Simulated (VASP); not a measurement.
# CdTe (F-43m) in VASP: settings compared, part 2 of 2

VASP 6.6.1.

## (4) Band structure, PBE0

POSCAR

```
CdTe
1.0
    0.0000000000      3.2050000000      3.2050000000
    3.2050000000      0.0000000000      3.2050000000
    3.2050000000      3.2050000000      0.0000000000
Te Cd
1 1
Direct
    0.7500000000      0.7500000000      0.7500000000
    0.0000000000      0.0000000000      0.0000000000
```

INCAR.step1

```
PREC = Accurate
ENCUT = 520
EDIFF = 1E-5
ISMEAR = 0
SIGMA = 0.02
LREAL = F
LASPH = T
NELM = 80
ALGO = Normal
ISIF = 2
LWAVE = T
LCHARG = F
GGA = PE
KPAR = 4
```

INCAR.step2

```
PREC = Accurate
ENCUT = 520
EDIFF = 1E-7
ISMEAR = 0
SIGMA = 0.02
LREAL = F
LASPH = T
NELM = 80
ALGO = Normal
ISIF = 2
LWAVE = F
LCHARG = F
GGA = PE
LHFCALC = T
AEXX = 0.25
PRECFOCK = Fast
ISTART = 1
HFRCUT = -1
KPAR = 4
```

KPOINTS

```
Automatic mesh
0
Gamma
  6 6 6
```

KPOINTS_OPT

```
path GXWKGLUWLK,UX
10
line-mode
reciprocal
 0.0000000000  0.0000000000  0.0000000000  G
 0.5000000000  0.0000000000  0.5000000000  X

 0.5000000000  0.0000000000  0.5000000000  X
 0.5000000000  0.2500000000  0.7500000000  W

 0.5000000000  0.2500000000  0.7500000000  W
 0.3750000000  0.3750000000  0.7500000000  K

 0.3750000000  0.3750000000  0.7500000000  K
 0.0000000000  0.0000000000  0.0000000000  G

 0.0000000000  0.0000000000  0.0000000000  G
 0.5000000000  0.5000000000  0.5000000000  L

 0.5000000000  0.5000000000  0.5000000000  L
 0.6250000000  0.2500000000  0.6250000000  U

 0.6250000000  0.2500000000  0.6250000000  U
 0.5000000000  0.2500000000  0.7500000000  W

 0.5000000000  0.2500000000  0.7500000000  W
 0.5000000000  0.5000000000  0.5000000000  L

 0.5000000000  0.5000000000  0.5000000000  L
 0.3750000000  0.3750000000  0.7500000000  K

 0.6250000000  0.2500000000  0.6250000000  U
 0.5000000000  0.0000000000  0.5000000000  X
```

Started as:

```console
> cat potpaw_PBE.64/Te/POTCAR potpaw_PBE.64/Cd/POTCAR > POTCAR
> cp INCAR.step1 INCAR
> mpirun -np 4 vasp_std > vasp.out
> cp INCAR.step2 INCAR
> mpirun -np 4 vasp_std > vasp.out
```

Run time: 20 min. Hardware: 4 MPI ranks of Intel Xeon 6975P-C (Granite Rapids), shared host; peak memory 0.32 GiB.

Results (log left out):

| Property | Result |
| --- | --- |
| Free energy | -6.5258 eV |
| Pressure | 3.2 GPa |
| Band gap on the k mesh | 2.26 eV, direct |
| Band gap along the path | 2.26 eV, direct |

Levels at the corners of the path, in eV from the valence-band top:
```
point  band 6  band 7  band 8  band 9  band 10  band 11  band 12  band 13
    Γ   -9.49    0.00    0.00    0.00     2.26     6.12     6.12     6.12
    X   -8.82   -4.88   -2.18   -2.18     3.83     4.11    10.89    11.27
    X   -8.82   -4.88   -2.18   -2.18     3.83     4.11    10.89    11.27
    W   -8.73   -4.71   -2.73   -2.56     6.10     6.10     7.20     7.79
    W   -8.73   -4.71   -2.73   -2.56     6.10     6.10     7.20     7.79
    K   -8.77   -4.75   -2.99   -1.80     4.28     6.15     9.10     9.30
    K   -8.77   -4.75   -2.99   -1.80     4.28     6.15     9.10     9.30
    Γ   -9.49    0.00    0.00    0.00     2.26     6.12     6.12     6.12
    Γ   -9.49    0.00    0.00    0.00     2.26     6.12     6.12     6.12
    L   -9.02   -5.06   -0.91   -0.91     3.29     6.72     6.72     8.67
    L   -9.02   -5.06   -0.91   -0.91     3.29     6.72     6.72     8.67
    U   -8.77   -4.75   -2.99   -1.80     4.28     6.15     9.09     9.30
    U   -8.77   -4.75   -2.99   -1.80     4.28     6.15     9.10     9.33
    W   -8.73   -4.71   -2.73   -2.56     6.10     6.10     7.20     7.79
    W   -8.73   -4.71   -2.73   -2.56     6.10     6.10     7.20     7.79
    L   -9.02   -5.06   -0.91   -0.91     3.29     6.72     6.72     8.67
    L   -9.02   -5.06   -0.91   -0.91     3.29     6.72     6.72     8.67
    K   -8.77   -4.75   -2.99   -1.80     4.28     6.15     9.09     9.30
    U   -8.77   -4.75   -2.99   -1.80     4.28     6.15     9.10     9.32
    X   -8.82   -4.88   -2.18   -2.18     3.83     4.11    10.90    11.27
```

Caveat: the PAW data sets were made with another functional, which shifts forces and pressure a little; spin-orbit coupling is left out, which moves the levels of the heavy elements.

## (5) Band structure, r2SCAN-EpsX

POSCAR is that of step 4.

INCAR.step1

```
PREC = Accurate
ENCUT = 520
EDIFF = 1E-8
ISMEAR = 0
SIGMA = 0.02
LREAL = F
LASPH = T
NELM = 80
ALGO = Normal
ISIF = 2
LWAVE = F
LCHARG = F
GGA = PE
LEPSILON = T
KPAR = 4
```

KPOINTS.step1

```
Automatic mesh
0
G
  8 8 8
  0 0 0
```

INCAR.step2

```
PREC = Accurate
ENCUT = 520
EDIFF = 1E-5
ISMEAR = 0
SIGMA = 0.02
LREAL = F
LASPH = T
NELM = 80
ALGO = Normal
ISIF = 2
LWAVE = T
LCHARG = F
GGA = PE
KPAR = 4
```

KPOINTS.step2

```
Automatic mesh
0
Gamma
  6 6 6
```

INCAR.step3

```
PREC = Accurate
ENCUT = 520
EDIFF = 1E-7
ISMEAR = 0
SIGMA = 0.02
LREAL = F
LASPH = T
NELM = 80
ALGO = Normal
ISIF = 2
LWAVE = F
LCHARG = F
METAGGA = R2SCAN
LHFCALC = T
AEXX = 0.1019
LMIXTAU = T
PRECFOCK = Fast
ISTART = 1
HFRCUT = -1
KPAR = 4
```

KPOINTS.step3

```
Automatic mesh
0
Gamma
  6 6 6
```

KPOINTS_OPT is that of step 4.

Started as:

```console
> cat potpaw_PBE.64/Te/POTCAR potpaw_PBE.64/Cd/POTCAR > POTCAR
> cp INCAR.step1 INCAR
> cp KPOINTS.step1 KPOINTS
> mpirun -np 4 vasp_std > vasp.out
> cp INCAR.step2 INCAR
> cp KPOINTS.step2 KPOINTS
> mpirun -np 4 vasp_std > vasp.out
> cp INCAR.step3 INCAR
> cp KPOINTS.step3 KPOINTS
> mpirun -np 4 vasp_std > vasp.out
```

Run time: 21 min. Hardware: 4 MPI ranks of Intel Xeon 6975P-C (Granite Rapids), shared host; peak memory 0.39 GiB.

The run converged. Its results:

- Free energy: -43.1084 eV
- Pressure: 3.1 GPa
- Band gap on the k mesh: 1.86 eV, direct
- Band gap along the path: 1.86 eV, direct

Levels at the corners of the path, in eV from the valence-band top:
```
point  band 5  band 6  band 7  band 8  band 9  band 10  band 11  band 12  band 13
    Γ   -8.91   -8.91    0.00    0.00    0.00     1.86     5.57     5.57     5.57
    X   -8.87   -8.29   -4.69   -2.11   -2.11     3.28     3.51    10.33    10.69
    X   -8.87   -8.29   -4.69   -2.11   -2.11     3.28     3.51    10.33    10.69
    W   -8.91   -8.19   -4.53   -2.63   -2.48     5.43     5.47     6.71     7.24
    W   -8.91   -8.19   -4.53   -2.63   -2.48     5.43     5.47     6.71     7.24
    K   -8.89   -8.24   -4.57   -2.89   -1.74     3.71     5.51     8.52     8.70
    K   -8.89   -8.24   -4.57   -2.89   -1.74     3.71     5.51     8.52     8.70
    Γ   -8.91   -8.91    0.00    0.00    0.00     1.86     5.57     5.57     5.57
    Γ   -8.91   -8.91    0.00    0.00    0.00     1.86     5.57     5.57     5.57
    L   -8.90   -8.47   -4.87   -0.87   -0.87     2.79     6.14     6.14     8.02
    L   -8.90   -8.47   -4.87   -0.87   -0.87     2.79     6.14     6.14     8.02
    U   -8.89   -8.24   -4.57   -2.89   -1.74     3.71     5.51     8.52     8.70
    U   -8.89   -8.24   -4.57   -2.89   -1.74     3.71     5.51     8.52     8.70
    W   -8.91   -8.19   -4.53   -2.63   -2.48     5.43     5.47     6.71     7.24
    W   -8.91   -8.19   -4.53   -2.63   -2.48     5.43     5.47     6.71     7.24
    L   -8.90   -8.47   -4.87   -0.87   -0.87     2.79     6.14     6.14     8.02
    L   -8.90   -8.47   -4.87   -0.87   -0.87     2.79     6.14     6.14     8.02
    K   -8.89   -8.24   -4.57   -2.89   -1.74     3.71     5.51     8.52     8.70
    U   -8.89   -8.24   -4.57   -2.89   -1.74     3.71     5.51     8.52     8.70
    X   -8.87   -8.29   -4.69   -2.11   -2.11     3.28     3.51    10.34    10.69
```

Caveat: the PAW data sets were made with another functional, which shifts forces and pressure a little; spin-orbit coupling is left out, which moves the levels of the heavy elements.

## (6) Band structure, r2SCAN

INCAR

```
SYSTEM = CdTe
PREC     = Accurate       ! precision mode
ENCUT    = 520            ! plane-wave cutoff, eV
EDIFF    = 1E-6           ! SCF threshold, eV
ISMEAR   = 0              ! smearing method
SIGMA    = 0.02           ! smearing width, eV
LREAL    = .False.        ! projectors in reciprocal space
LASPH    = .True.         ! aspherical terms in the spheres
NELM     = 80             ! most SCF steps
ALGO     = Normal         ! electronic algorithm
ISIF     = 2              ! what is computed and relaxed
LWAVE    = .False.        ! write WAVECAR
LCHARG   = .False.        ! write CHGCAR
METAGGA  = R2SCAN         ! meta-GGA
LMIXTAU  = .True.       
NBANDS   = 16             ! bands
```

KPOINTS

```
regular mesh
0
Gamma
  8 8 8
  0 0 0
```

POSCAR is that of step 5.

KPOINTS_OPT is that of step 5.

Potentials or basis: VASP PAW PBE potentials, release 64 (Te, Cd).

Started as:

```console
> cat potpaw_PBE.64/Te/POTCAR potpaw_PBE.64/Cd/POTCAR > POTCAR
> mpirun -np 1 vasp_std > vasp.out
```

OUTCAR:

```text
SYSTEM = CdTe
   PREC = Accurate
   ENCUT = 520
   EDIFF = 1E-6
   ISMEAR = 0
   LREAL = .False.
   LASPH = .True.
   NELM = 80
   ISIF = 2
   METAGGA = R2SCAN

 ion  position               nearest neighbor table
   1  0.750  0.750  0.750-   2 2.78   2 2.78   2 2.78   2 2.78
   2  0.000  0.000  0.000-   1 2.78   1 2.78   1 2.78   1 2.78

  LATTYP: Found a face centered cubic cell.
 ALAT       =     6.4100000000

  Lattice vectors:

 A1 = (   0.0000000000,   3.2050000000,   3.2050000000)
[... 645 lines left out ...]

  FORCE on cell =-STRESS in cart. coord.  units (eV):
  Direction    XX          YY          ZZ          XY          YZ          ZX
  --------------------------------------------------------------------------------------
  -------------------------------------------------------------------------------------
  Total        1.3816827      1.3816827      1.3816827      0.0000000     -0.0000000     -0.0000000
  in kB       33.6205499     33.6205499     33.6205499      0.0000000     -0.0000000     -0.0000000
  external PRESSURE =      33.6205499 kB  Pullay stress =       0.0000000 kB

 VOLUME and BASIS-vectors are now :
 -----------------------------------------------------------------------------
  energy-cutoff  :      520.00
  volume of cell :       65.84
      direct lattice vectors                 reciprocal lattice vectors
     0.000000000  3.205000000  3.205000000    -0.156006240  0.156006240  0.156006240
     3.205000000  0.000000000  3.205000000     0.156006240 -0.156006240  0.156006240
     3.205000000  3.205000000  0.000000000     0.156006240  0.156006240 -0.156006240

 POSITION                                       TOTAL-FORCE (eV/Angst)
 -----------------------------------------------------------------------------------
      4.80750      4.80750      4.80750        -0.000000     -0.000000     -0.000000
      0.00000      0.00000      0.00000         0.000000      0.000000      0.000000
 -----------------------------------------------------------------------------------
    total drift:                                0.000002      0.000002      0.000002

  FREE ENERGIE OF THE ION-ELECTRON SYSTEM (eV)
  ---------------------------------------------------
  free  energy   TOTEN  =       -46.5976851065 eV

  energy  without entropy=      -46.5976851065  energy(sigma->0) =      -46.59768511
```

OSZICAR:

```text
N       E                     dE             d eps       ncg     rms          rms(c)
DAV:   1     0.583694739673E+02    0.58369E+02   -0.85849E+03   960   0.101E+03
DAV:   2    -0.475695864024E+02   -0.10594E+03   -0.10064E+03  1088   0.242E+02
DAV:   3    -0.511220462130E+02   -0.35525E+01   -0.35479E+01  1152   0.467E+01
[... 42 lines left out ...]
DAV:   7    -0.228664301748E+04   -0.33295E-05      960
DAV:   8    -0.228664301764E+04   -0.16150E-06      944
       N       E                     dE             ncg
DAV:   1     0.869074878896E+04   -0.73302E+04      424
DAV:   2     0.737701289677E+04   -0.13137E+04      528
DAV:   3     0.733158915792E+04   -0.45424E+02      520
DAV:   4     0.733125430422E+04   -0.33485E+00      648
DAV:   5     0.733125325845E+04   -0.10458E-02      560
DAV:   6     0.733125323186E+04   -0.26600E-04      600
DAV:   7     0.733125323098E+04   -0.87935E-06      456
```

Run time: 4.5 min. Hardware: 1 thread of Intel Xeon Platinum 8259CL at 2.50GHz (Skylake/Cascade Lake), shared host; peak memory 0.23 GiB.

What came out:

```
Free energy             : -46.5977 eV
Pressure                : 3.4 GPa
Band gap on the k mesh  : 1.38 eV, direct
Band gap along the path : 1.38 eV, direct
```

Levels at the corners of the path, in eV from the valence-band top:
```
point  band 7  band 8  band 9  band 10  band 11  band 12
    Γ    0.00    0.00    0.00     1.38     5.00     5.00
    X   -4.53   -2.03   -2.03     2.80     2.97     9.67
    X   -4.53   -2.03   -2.03     2.80     2.97     9.67
    W   -4.39   -2.53   -2.39     4.79     4.94     6.13
    W   -4.39   -2.53   -2.39     4.79     4.94     6.13
    K   -4.42   -2.78   -1.68     3.19     4.92     7.91
    K   -4.42   -2.78   -1.68     3.19     4.92     7.91
    Γ    0.00    0.00    0.00     1.38     5.00     5.00
    Γ    0.00    0.00    0.00     1.38     5.00     5.00
    L   -4.70   -0.84   -0.84     2.27     5.57     5.57
    L   -4.70   -0.84   -0.84     2.27     5.57     5.57
    U   -4.42   -2.78   -1.68     3.19     4.92     7.91
    U   -4.42   -2.78   -1.68     3.19     4.92     7.91
    W   -4.39   -2.53   -2.39     4.79     4.94     6.13
    W   -4.39   -2.53   -2.39     4.79     4.94     6.13
    L   -4.70   -0.84   -0.84     2.27     5.57     5.57
    L   -4.70   -0.84   -0.84     2.27     5.57     5.57
    K   -4.42   -2.78   -1.68     3.19     4.92     7.91
    U   -4.42   -2.78   -1.68     3.19     4.92     7.91
    X   -4.53   -2.03   -2.03     2.80     2.97     9.67
```

Caveat: the PAW data sets were made with another functional, which shifts forces and pressure a little; spin-orbit coupling is left out, which moves the levels of the heavy elements.

## (7) Band structure, TB-mBJ

POSCAR is that of step 6.

INCAR.step1

```
SYSTEM = CdTe
PREC     = Accurate       ! precision mode
ENCUT    = 520            ! plane-wave cutoff, eV
EDIFF    = 1E-5           ! SCF threshold, eV
ISMEAR   = 0              ! smearing method
SIGMA    = 0.02           ! smearing width, eV
LREAL    = .False.        ! projectors in reciprocal space
LASPH    = .True.         ! aspherical terms in the spheres
NELM     = 80             ! most SCF steps
ALGO     = Normal         ! electronic algorithm
ISIF     = 2              ! what is computed and relaxed
LWAVE    = .True.         ! write WAVECAR
LCHARG   = .False.        ! write CHGCAR
NBANDS   = 16             ! bands
GGA      = PE             ! functional
```

INCAR.step2

```
SYSTEM = CdTe
PREC     = Accurate       ! precision mode
ENCUT    = 520            ! plane-wave cutoff, eV
EDIFF    = 1E-6           ! SCF threshold, eV
ISMEAR   = 0              ! smearing method
SIGMA    = 0.02           ! smearing width, eV
LREAL    = .False.        ! projectors in reciprocal space
LASPH    = .True.         ! aspherical terms in the spheres
NELM     = 80             ! most SCF steps
ALGO     = Normal         ! electronic algorithm
ISIF     = 2              ! what is computed and relaxed
LWAVE    = .False.        ! write WAVECAR
LCHARG   = .False.        ! write CHGCAR
METAGGA  = MBJ            ! meta-GGA
NBANDS   = 16             ! bands
ISTART   = 1
```

KPOINTS is that of step 6.

KPOINTS_OPT is that of step 6.

Started as:

```console
> cat potpaw_PBE.64/Te/POTCAR potpaw_PBE.64/Cd/POTCAR > POTCAR
> cp INCAR.step1 INCAR
> mpirun -np 1 vasp_std > vasp.out
> cp INCAR.step2 INCAR
> mpirun -np 1 vasp_std > vasp.out
```

Wall time 2.6 min (1 thread of Intel Xeon Platinum 8259CL at 2.50GHz (Skylake/Cascade Lake), shared host); peak memory 0.25 GiB.

The run converged. Its results:

```
Band gap on the k mesh  : 1.91 eV, direct
Band gap along the path : 1.91 eV, direct
```

Levels at the corners of the path, in eV from the valence-band top:
| point | band 7 | band 8 | band 9 | band 10 | band 11 | band 12 |
| --- | --- | --- | --- | --- | --- | --- |
| Γ | 0.00 | 0.00 | 0.00 | 1.91 | 5.14 | 5.14 |
| X | -4.06 | -1.81 | -1.81 | 3.25 | 3.28 | 9.80 |
| X | -4.06 | -1.81 | -1.81 | 3.25 | 3.28 | 9.80 |
| W | -3.92 | -2.25 | -2.10 | 4.89 | 5.20 | 6.32 |
| W | -3.92 | -2.25 | -2.10 | 4.89 | 5.20 | 6.32 |
| K | -3.95 | -2.46 | -1.50 | 3.54 | 5.11 | 7.99 |
| K | -3.95 | -2.46 | -1.50 | 3.54 | 5.11 | 7.99 |
| Γ | 0.00 | 0.00 | 0.00 | 1.91 | 5.14 | 5.14 |
| Γ | 0.00 | 0.00 | 0.00 | 1.91 | 5.14 | 5.14 |
| L | -4.21 | -0.75 | -0.75 | 2.66 | 5.66 | 5.66 |
| L | -4.21 | -0.75 | -0.75 | 2.66 | 5.66 | 5.66 |
| U | -3.95 | -2.46 | -1.50 | 3.54 | 5.11 | 7.99 |
| U | -3.95 | -2.46 | -1.50 | 3.54 | 5.11 | 7.99 |
| W | -3.92 | -2.25 | -2.10 | 4.89 | 5.20 | 6.32 |
| W | -3.92 | -2.25 | -2.10 | 4.89 | 5.20 | 6.32 |
| L | -4.21 | -0.75 | -0.75 | 2.66 | 5.66 | 5.66 |
| L | -4.21 | -0.75 | -0.75 | 2.66 | 5.66 | 5.66 |
| K | -3.95 | -2.46 | -1.50 | 3.54 | 5.11 | 7.99 |
| U | -3.95 | -2.46 | -1.50 | 3.54 | 5.11 | 7.99 |
| X | -4.06 | -1.81 | -1.81 | 3.25 | 3.28 | 9.80 |

Caveat: the PAW data sets were made with another functional, which shifts forces and pressure a little; spin-orbit coupling is left out, which moves the levels of the heavy elements.

## (8) Summary

```csv
level,k mesh,ladder,grid for exact exchange (PRECFOCK),screening parameter,exchange at q = 0,share of exact exchange,gap on the mesh (eV),pressure (GPa)
HSE06,6 × 6 × 6,gaps,Fast,0.2 1/A,-,-,1.67,3.3
HSE03,6 × 6 × 6,gaps,Fast,-,-,-,1.49,3.5
PBE0,6 × 6 × 6,gaps,Fast,-,truncated,-,2.26,3.2
r2SCAN-EpsX,6 × 6 × 6,gaps,Fast,-,truncated,0.1019,1.86,3.1
r2SCAN,8 × 8 × 8,free,-,-,-,-,1.38,3.4
TB-mBJ,8 × 8 × 8,free,-,-,-,-,1.91,-
```

Alike in all rows: task band structure; potentials or basis VASP PAW PBE potentials, release 64 (Te, Cd); no spin polarisation; cell as given; cutoff (eV) 520; smearing gaussian 0.02 eV.

On the cell as given the gap runs from 1.38 eV (r2SCAN) to 2.26 eV (PBE0); the meshes differ, which moves gaps too. The pressure there spans 3.1 GPa (r2SCAN-EpsX) to 3.5 GPa (HSE03); a positive pressure means that this level wants a larger cell, a negative one a smaller.

Caveats: the PAW data sets were made with another functional, which shifts forces and pressure a little; spin-orbit coupling is left out, which moves the levels of the heavy elements.

Absolute energies hang on the potentials; compare differences alone.

## (9) How close it comes

Step 2. A measured gap of CdTe is 1.607 eV (0 K; a printed reference work, data compilation); the calculated 1.67 eV misses it by +0.06 eV. Spin-orbit coupling on Cd, Te is left out. The value is that of HSE06, without temperature or zero-point motion.

Step 3. Measured gap of CdTe: 1.607 eV (0 K; a printed reference work, data compilation). This calculation gives 1.49 eV (-0.12 eV). Spin-orbit coupling on Cd, Te is left out. The value is that of HSE03, without temperature or zero-point motion.

Step 4. A measured gap of CdTe is 1.607 eV (0 K; a printed reference work, data compilation); the calculated 2.26 eV misses it by +0.65 eV. Spin-orbit coupling on Cd, Te is left out. The value is that of PBE0, without temperature or zero-point motion.

Step 5. Measured gap of CdTe: 1.607 eV (0 K; a printed reference work, data compilation). This calculation gives 1.86 eV (+0.26 eV). Spin-orbit coupling on Cd, Te is left out. The value is that of r2SCAN-EpsX, without temperature or zero-point motion.

Step 6. Against the measured gap of CdTe, 1.607 eV (0 K; a printed reference work, data compilation), the calculated 1.38 eV is off by -0.22 eV. Spin-orbit coupling on Cd, Te is left out. The value is that of r2SCAN, without temperature or zero-point motion.

Step 7. Measured gap of CdTe: 1.607 eV (0 K; a printed reference work, data compilation). This calculation gives 1.91 eV (+0.31 eV). Spin-orbit coupling on Cd, Te is left out. The value is that of TB-mBJ, without temperature or zero-point motion.
